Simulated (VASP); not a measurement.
# Sr (P6_3/mmc) in VASP: notebook

Runs on Sr. Level: PBE. Tasks: single point.

Everything below comes from runs of VASP 6.6.1. Logs are shortened: lines on timing, memory, paths and dates and some standing lists are left out, and cuts for length are marked.

## Step 1: The crystal as given

The structure is hexagonal, space group P6_3/mmc (No. 194). The conventional cell has a = 4.176 Å, b = 4.176 Å, c = 13.691 Å, α = 90.00°, β = 90.00°, γ = 120.00°. Sr (site symmetry -3m) has 12 Sr at 4.18 to 4.19 Å as nearest neighbours. Sr (site symmetry -6m2) is surrounded by 12 Sr at 4.18 to 4.19 Å.

This isn't the form of Sr at room conditions, which is fcc.

## Step 2: Single point, PBE

INCAR

```
  ALGO = Fast
  EDIFF = 1E-6
  ENCUT = 520
  GGA = PE
  ISIF = 2
  ISMEAR = 0
  LASPH = True
  LCHARG = False
  LREAL = False
  LWAVE = False
  NBANDS = 28
  NELM = 100
  PREC = Accurate
  SIGMA = 0.1
```

KPOINTS

```
k-points
0
Gamma
  12 12 4
```

POSCAR

```
Sr
1.0
    4.1757024750      0.0000000000      0.0000000000
   -2.0878512375      3.6162644220      0.0000000000
    0.0000000000      0.0000000000     13.6913322344
Sr
4
Direct
    0.0000000000      0.0000000000      0.0000000000
    0.3333333333      0.6666666667      0.2500000000
    0.0000000000      0.0000000000      0.5000000000
    0.6666666667      0.3333333333      0.7500000000
```

Potentials or basis: VASP PAW PBE potentials, release 64 (Sr_sv).

Started as:

```bash
cat potpaw_PBE.64/Sr_sv/POTCAR > POTCAR
mpirun -np 1 vasp_std > vasp.out
```

OUTCAR:

```text
EDIFF = 1E-6
   ENCUT = 520
   GGA = PE
   ISIF = 2
   ISMEAR = 0
   LASPH = True
   LREAL = False
   NELM = 100
   PREC = Accurate

 ion  position               nearest neighbor table
   1  0.000  0.000  0.000-   2 4.19   4 4.19   4 4.19   2 4.19   4 4.19   2 4.19
   2  0.333  0.667  0.250-   1 4.19   3 4.19   1 4.19   3 4.19   1 4.19   3 4.19
   3  0.000  0.000  0.500-   2 4.19   4 4.19   4 4.19   2 4.19   4 4.19   2 4.19
   4  0.667  0.333  0.750-   1 4.19   3 4.19   1 4.19   3 4.19   1 4.19   3 4.19

  LATTYP: Found a hexagonal cell.
 ALAT       =     4.1757024750
 C/A-ratio  =     3.2788093300

  Lattice vectors:

 A1 = (   4.1757024750,   0.0000000000,   0.0000000000)
 A2 = (  -2.0878512375,   3.6162644220,   0.0000000000)
 A3 = (   0.0000000000,   0.0000000000,  13.6913322344)

Analysis of symmetry for initial positions (statically):
=====================================================================
 Subroutine PRICEL returns:
 Original cell was already a primitive cell.

 Routine SETGRP: Setting up the symmetry group for a
 hexagonal supercell.

 Subroutine GETGRP returns: Found 24 space group operations
 (whereof 12 operations were pure point group operations)
 out of a pool of 24 trial point group operations.

The static configuration has the point symmetry D_3d.
 The point group associated with its full space group is D_6h.

Analysis of symmetry for dynamics (positions and initial velocities):
=====================================================================
 Subroutine PRICEL returns:
 Original cell was already a primitive cell.

 Routine SETGRP: Setting up the symmetry group for a
 hexagonal supercell.

 Subroutine GETGRP returns: Found 24 space group operations
 (whereof 12 operations were pure point group operations)
 out of a pool of 24 trial point group operations.

The dynamic configuration has the point symmetry D_3d.
 The point group associated with its full space group is D_6h.

 Subroutine INISYM returns: Found 24 space group operations
 (whereof 12 operations are pure point group operations),
 and found     1 'primitive' translations

----------------------------------------------------------------------------------------

                                     Primitive cell

  volume of cell :     206.7452

  direct lattice vectors                    reciprocal lattice vectors
     4.175702475  0.000000000  0.000000000     0.239480664  0.138264226  0.000000000
    -2.087851237  3.616264422  0.000000000     0.000000000  0.276528451  0.000000000
     0.000000000  0.000000000 13.691332234     0.000000000  0.000000000  0.073038911

  length of vectors
     4.175702475  4.175702475 13.691332234     0.276528451  0.276528451  0.073038911

  position of ions in fractional coordinates (direct lattice)
     0.000000000  0.000000000  0.000000000
     0.333333333  0.666666667  0.250000000
     0.000000000  0.000000000  0.500000000
     0.666666667  0.333333333  0.750000000

  ion indices of the primitive-cell ions
   primitive index   ion index
                 1           1
                 2           2
                 3           3
                 4           4

----------------------------------------------------------------------------------------

 KPOINTS: k-points

Automatic generation of k-mesh.
 Grid dimensions read from file:
 generate k-points for:   12   12    4

 Generating k-lattice:

  Cartesian coordinates                     Fractional coordinates (reciprocal lattice)
     0.019956722  0.011522019  0.000000000     0.083333333  0.000000000  0.000000000
     0.000000000  0.023044038  0.000000000     0.000000000  0.083333333  0.000000000
     0.000000000  0.000000000  0.018259728     0.000000000  0.000000000  0.250000000

  Length of vectors
     0.023044038  0.023044038  0.018259728

  Shift w.r.t. Gamma in fractional coordinates (k-lattice)
     0.000000000  0.000000000  0.000000000

 Subroutine IBZKPT returns following result:
 ===========================================

 Found     57 irreducible k-points:

 Following reciprocal coordinates:
            Coordinates               Weight
  0.000000  0.000000  0.000000      1.000000
  0.083333  0.000000  0.000000      6.000000
  0.166667  0.000000  0.000000      6.000000
  0.250000  0.000000  0.000000      6.000000
  0.333333  0.000000  0.000000      6.000000
  0.416667  0.000000  0.000000      6.000000
[... 16 lines left out ...]
  0.250000  0.000000  0.250000     12.000000
  0.333333  0.000000  0.250000     12.000000
 [... further k-points ...]
   k-points           NKPTS =     57   k-points in BZ     NKDIM =     57   number of bands    NBANDS=     28
   number of dos      NEDOS =    301   number of ions     NIONS =      4
   total plane-waves  NPLWV = 110592
   dimension x,y,z NGX =    32 NGY =   32 NGZ =  108
   dimension x,y,z NGXF=    64 NGYF=   64 NGZF=  216
   ions per type =               4
   NGX,Y,Z   is equivalent  to a cutoff of  12.74, 12.74, 13.11 a.u.
   NGXF,Y,Z  is equivalent  to a cutoff of  25.48, 25.48, 26.23 a.u.
 SYSTEM =  unknown system
   PREC   = accura    normal or accurate (medium, high low for compatibility)
   ISTART =      0    job   : 0-new  1-cont  2-samecut
   ICHARG =      2    charge: 1-file 2-atom 10-const
   ISPIN  =      1    spin polarized calculation?
   LNONCOLLINEAR =      F non collinear calculations
   LSORBIT =      F    spin-orbit coupling
   LASPH  =      T    aspherical Exc in radial PAW
   ENCUT  =  520.0 eV  38.22 Ry    6.18 a.u.   7.76  7.76 25.46*2*pi/ulx,y,z
   NELM   =    100;   NELMIN=  2; NELMDL= -5     # of ELM steps
   EDIFF  = 0.1E-05   stopping-criterion for ELM
   LREAL  =      F    real-space projection
   EDIFFG = 0.1E-04   stopping-criterion for IOM
   NSW    =      0    number of steps for IOM
   IBRION =     -1    ionic relax: 0-MD 1-quasi-New 2-CG
   NFREE  =      0    steps in history (QN), initial steepest desc. (CG)
   ISIF   =      2    stress and relaxation
   ISYM   =      2    0-nonsym 1-usesym 2-fastsym
   POTIM  = 0.5000    time-step for ionic-motion
   TEBEG  =    0.0;   TEEND  =   0.0 temperature during run
   PSTRESS=    0.0 pullay stress
   NELECT =      40.0000    total number of electrons
   NUPDOWN=      -1.0000    fix difference up-down
   EMIN   =  10.00;   EMAX   =-10.00  energy-range for DOS
   EFERMI =   0.00;   METHOD = LEGACY
   ISMEAR =     0;   SIGMA  =   0.10  broadening in eV -4-tet -1-fermi 0-gaus
   EFERMI_NEDOS =   21; number of points for ismear=-14 and -15
   IALGO  =     68    algorithm
   IMIX   =      4    mixing-type and parameters
     AMIX     =   0.40;   BMIX     =  1.00
     AMIX_MAG =   1.60;   BMIX_MAG =  1.00
  volume/ion in A,a.u.               =      51.69       348.80
  Fermi-wavevector in a.u.,A,eV,Ry     =   0.946854  1.789295 12.198065  0.896532
  Thomas-Fermi vector in A             =   2.074892
   LORBIT       =      0    0 simple, 1 ext, 2 COOP (PROOUT), +10 PAW based schemes
   GGA     = PE    functional components
   LHFCALC =     F    Hartree Fock is set to
   AEXX    =    0.0000 exact exchange contribution
   IVDW    =     0    specifies the selected vdW correction
   LEPSILON=     F    determine dielectric tensor
   LRPA    =     F    only Hartree local field effects (RPA)
 non-spin polarized calculation
 RMM-DIIS sequential band-by-band and
 Gauss-broadening in eV      SIGMA  =   0.10
  energy-cutoff  :      520.00
  volume of cell :      206.75
 maximum number of plane-waves:      5595
 NGX is ok and might be reduce to    32
   NGX = 15   NGY = 15   NGZ = 51

 number of electron      40.0000000 magnetization

 Free energy of the ion-electron system (eV)
  ---------------------------------------------------
  ext. energy  EPLUGINS =         0.00000000
  ---------------------------------------------------
  free energy    TOTEN  =        -6.52215919 eV

  energy without entropy =       -6.49850978  energy(sigma->0) =       -6.51033448

 E-fermi :   1.8240     XC(G=0):  -7.5401

 val. band max:        1.8231985616   @ k =   0.2500   0.0000   0.0000
 cond. band min:       1.8275230469   @ k =   0.1667   0.1667   0.0000
 fundamental gap:      0.0043244853
 Fermi energy:         1.8240202596

 k-point     1 :       0.0000    0.0000    0.0000
  band No.  band energies     occupation
      1     -34.6935      2.00000
      2     -34.6852      2.00000
      3     -34.6833      2.00000
      4     -34.6750      2.00000
      5     -16.8096      2.00000
      6     -16.6931      2.00000
[... 20 lines left out ...]
     27       4.1733      0.00000
     28       4.3767      0.00000

 k-point     2 :       0.0833    0.0000    0.0000
  band No.  band energies     occupation
      1     -34.6923      2.00000
      2     -34.6844      2.00000
      3     -34.6825      2.00000
      4     -34.6744      2.00000
      5     -16.8042      2.00000
      6     -16.6945      2.00000
[... 20 lines left out ...]
     27       4.1782      0.00000
     28       4.2584      0.00000

 k-point     3 :       0.1667    0.0000    0.0000
  band No.  band energies     occupation
      1     -34.6892      2.00000
      2     -34.6820      2.00000
      3     -34.6801      2.00000
      4     -34.6729      2.00000
      5     -16.7888      2.00000
      6     -16.7025      2.00000
[... 20 lines left out ...]
     27       4.2191      0.00000
     28       4.4018      0.00000

 k-point     4 :       0.2500    0.0000    0.0000
  band No.  band energies     occupation
      1     -34.6848      2.00000
      2     -34.6789      2.00000
      3     -34.6770      2.00000
      4     -34.6710      2.00000
      5     -16.7671      2.00000
      6     -16.7274      2.00000
[... 20 lines left out ...]
     27       4.0466      0.00000
     28       4.1327      0.00000

 k-point     5 :       0.3333    0.0000    0.0000
  band No.  band energies     occupation
      1     -34.6801      2.00000
      2     -34.6757      2.00000
      3     -34.6738      2.00000
      4     -34.6694      2.00000
      5     -16.7686      2.00000
      6     -16.7671      2.00000
[... 20 lines left out ...]
     27       3.6674      0.00000
     28       3.9394      0.00000

 k-point     6 :       0.4167    0.0000    0.0000
  band No.  band energies     occupation
      1     -34.6763      2.00000
      2     -34.6734      2.00000
      3     -34.6715      2.00000
      4     -34.6686      2.00000
      5     -16.7990      2.00000
      6     -16.7952      2.00000
[... 463 lines left out ...]
      5     -16.7958      2.00000
      6     -16.7356      2.00000
[... 20 lines left out ...]
     27       4.2321      0.00000
     28       4.3229      0.00000

 k-point    22 :       0.1667    0.0000    0.2500
  band No.  band energies     occupation
      1     -34.6886      2.00000
      2     -34.6843      2.00000
      3     -34.6778      2.00000
      4     -34.6735      2.00000
      5     -16.7821      2.00000
      6     -16.7345      2.00000
[... 20 lines left out ...]
     27       4.1658      0.00000
     28       4.3412      0.00000

 k-point    23 :       0.2500    0.0000    0.2500
  band No.  band energies     occupation
      1     -34.6843      2.00000
      2     -34.6807      2.00000
      3     -34.6751      2.00000
      4     -34.6715      2.00000
      5     -16.7643      2.00000
      6     -16.7422      2.00000
[... 20 lines left out ...]
     27       3.9649      0.00000
     28       4.0894      0.00000

 k-point    24 :       0.3333    0.0000    0.2500
  band No.  band energies     occupation
      1     -34.6797      2.00000
      2     -34.6770      2.00000
      3     -34.6725      2.00000
      4     -34.6698      2.00000
      5     -16.7715      2.00000
      6     -16.7566      2.00000
[... 20 lines left out ...]
     27       3.6548      0.00000
     28       3.8910      0.00000

 [... further k-points ...]

------------------------ aborting loop because EDIFF is reached ----------------------------------------

  FORCE on cell =-STRESS in cart. coord.  units (eV):
  Direction    XX          YY          ZZ          XY          YZ          ZX
  --------------------------------------------------------------------------------------
  -------------------------------------------------------------------------------------
  Total        1.0563748      1.0563748      1.0240153      0.0000000      0.0000000      0.0000000
  in kB        8.1864038      8.1864038      7.9356331      0.0000000      0.0000000      0.0000000
  external PRESSURE =       8.1028136 kB  Pullay stress =       0.0000000 kB

 VOLUME and BASIS-vectors are now :
 -----------------------------------------------------------------------------
  energy-cutoff  :      520.00
  volume of cell :      206.75
      direct lattice vectors                 reciprocal lattice vectors
     4.175702475  0.000000000  0.000000000     0.239480664  0.138264226  0.000000000
    -2.087851237  3.616264422  0.000000000     0.000000000  0.276528451  0.000000000
     0.000000000  0.000000000 13.691332234     0.000000000  0.000000000  0.073038911

 POSITION                                       TOTAL-FORCE (eV/Angst)
 -----------------------------------------------------------------------------------
      0.00000      0.00000      0.00000        -0.000000      0.000000      0.000000
     -0.00000      2.41084      3.42283         0.000000     -0.000000     -0.000000
      0.00000      0.00000      6.84567        -0.000000      0.000000      0.000000
      2.08785      1.20542     10.26850        -0.000000      0.000000     -0.000000
 -----------------------------------------------------------------------------------
    total drift:                               -0.000000      0.000000      0.000000

  FREE ENERGIE OF THE ION-ELECTRON SYSTEM (eV)
  ---------------------------------------------------
  free  energy   TOTEN  =        -6.5221591902 eV

  energy  without entropy=       -6.4985097783  energy(sigma->0) =       -6.51033448
```

Wall time 7 min (1 thread of Intel Xeon Platinum 8488C (Sapphire Rapids), shared host); peak memory 0.46 GiB.

What came out:

| Quantity | Value |
| --- | --- |
| Free energy | -6.5222 eV |
| Pressure | 0.8 GPa |
| Band gap on the k mesh | none (metal or under the smearing width) |

## Step 3: Single point, PBE

This run uses another cell than the first one, of 54.99 Å³/atom, 1.064 times its volume.

INCAR

```
SYSTEM = Sr
ALGO = Fast
EDIFF = 1E-7
ENCUT = 520
GGA = PE
ISIF = 2
ISMEAR = 0
LASPH = .TRUE.
LCHARG = .FALSE.
LREAL = .FALSE.
LWAVE = .FALSE.
NBANDS = 28
NELM = 100
PREC = Accurate
SIGMA = 0.1
```

KPOINTS

```
k-points
0
G
  12 12 4
  0 0 0
```

POSCAR

```
Sr
1.0
    4.2627212022      0.0000000000      0.0000000000
   -2.1313606011      3.6916248503      0.0000000000
    0.0000000000      0.0000000000     13.9766500489
Sr
4
Direct
    0.0000000000      0.0000000000      0.0000000000
    0.3333333333      0.6666666667      0.2500000000
    0.0000000000      0.0000000000      0.5000000000
    0.6666666667      0.3333333333      0.7500000000
```

Potentials or basis: VASP PAW PBE potentials, release 64 (Sr_sv).

Started as:

```bash
cat potpaw_PBE.64/Sr_sv/POTCAR > POTCAR
mpirun -np 1 vasp_std > vasp.out
```

It took 7.7 min on 1 thread of Intel Xeon Platinum 8488C (Sapphire Rapids), shared host; peak memory 0.48 GiB.

The run converged. Its results:

```
Free energy            : -6.5554 eV
Pressure               : 0.0 GPa
Band gap on the k mesh : none (metal or under the smearing width)
```

Levels at points of the mesh, in eV from the Fermi level:
```csv
k point,band 17,band 18,band 19,band 20,band 21,band 22,band 23,band 24
"(0.00, 0.00, 0.00)",-3.67,-2.73,-2.73,-1.15,0.03,1.23,1.25,2.20
"(0.50, 0.00, 0.00)",-1.13,-0.83,-0.77,-0.60,0.06,0.22,0.28,0.30
"(0.00, 0.00, 0.50)",-3.42,-3.42,-1.79,-1.79,0.51,0.51,1.95,1.95
"(0.50, 0.00, 0.50)",-1.02,-1.02,-0.65,-0.65,0.10,0.10,0.34,0.34
```
